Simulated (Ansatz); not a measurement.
Clean, relaxed (100) surface of AlAs, space group F-43m (No. 216) (top face towards +c; atoms held fixed, by place in the list: 1, 2, 3):

```xyz
6
Lattice="4.0125 0.0000 0.0000 0.0000 4.0125 0.0000 0.0000 0.0000 24.0932" Properties=species:S:1:pos:R:3 pbc="T T T"
As    0.0000    2.0063    8.5000
Al    2.0063    2.0063    9.9186
As    2.0063    0.0000   11.3373
Al    0.0000    0.0000   12.7102
As    0.0000    2.0063   14.1883
Al    2.0063    2.0063   15.6129
```

Theory: DFT PBEsol, scalar-relativistic, plane waves, PAW (Ansatz). Cutoff 420 eV; k points 7×7×1 on the computed 6-atom cell (Γ-centred); Gaussian smearing, width 0.05 eV; no spin polarisation. The cell repeats along c with a dipole correction in the vacuum.

The adsorption energy is E(slab + adsorbate) − E(slab) − E(free adsorbate, spin-polarised where open-shell). With the adsorbate the cell is lengthened along c to keep the vacuum.

**Question.** H₂ is put at the bridge (Al-Al) at (0.50, 0.00) site, one adsorbate per 16.1 Å². What structure does it relax to?

**Answer.** E_ads = -0.59 eV. Contacts: H–Al 1.75 Å, H–Al 1.75 Å.

```yaml
crystal:
  lattice:
    - [4.01255, 0.00000, 0.00000]
    - [0.00000, 4.01255, 0.00000]
    - [0.00000, 0.00000, 26.09325]
  atoms:
    - { symbol: As, position: [0.00000, 0.50000, 0.32575] }
    - { symbol: Al, position: [0.50000, 0.50000, 0.38012] }
    - { symbol: As, position: [0.50000, 0.00000, 0.43449] }
    - { symbol: Al, position: [0.00038, 0.00011, 0.48746] }
    - { symbol: As, position: [0.00141, 0.50009, 0.54353] }
    - { symbol: Al, position: [0.50167, 0.49857, 0.59702] }
    - { symbol: H, position: [0.50107, 0.13458, 0.63397] }
    - { symbol: H, position: [0.50107, 0.85918, 0.63448] }
```

Each end is the local minimum or symmetric point that its start leads to. Where slab atoms move by over 1 Å the face has restacked or been rebuilt, which that row's energy includes. The slab is only 7.1 Å thick, so the energies aren't converged with thickness.